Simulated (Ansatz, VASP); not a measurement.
**Ru: programs and potentials compared**

The starting cell:

```
Ru
1.0
     2.70580    0.00000    0.00000
    -1.35290    2.34329    0.00000
     0.00000    0.00000    4.28190
Ru
2
Direct
  0.66667 0.33333 0.75000
  0.33333 0.66667 0.25000
```

Alike in all runs: task relaxation of cell and atoms; functional RPBE; k mesh 11 × 11 × 6; occupations fermi-dirac, width 0.05 eV; no spin polarisation; no spin-orbit coupling.

| program and potentials | plane-wave cutoff (eV) | notes | equilibrium volume (Å³/atom) |
| --- | --- | --- | --- |
| Ansatz, Ansatz PAW | 420 | potentials made for PBE, which Ansatz adapts in part; 16 valence electrons an atom on average | 13.97 |
| Ansatz, all-electron LAPW, scalar-relativistic | - | - | 13.96 |
| VASP, PBE PAW files Ru_pv, 600 eV | 600 | potentials made for PBE; 14 valence electrons an atom on average | 13.96 |

The equilibrium volume spans 13.96 (Ansatz, all-electron LAPW, scalar-relativistic) to 13.97 Å³/atom (Ansatz, Ansatz PAW), with all-electron results at 13.96. Some sets were made for another functional than the one run, which can shift their rows. Relaxations stop with a little pressure left, so the last digit of a volume isn't settled.

Differences between rows come from potentials, basis sets and numerical settings, since the functional is the same but for its coding. Runs on potential files found faulty are left out.
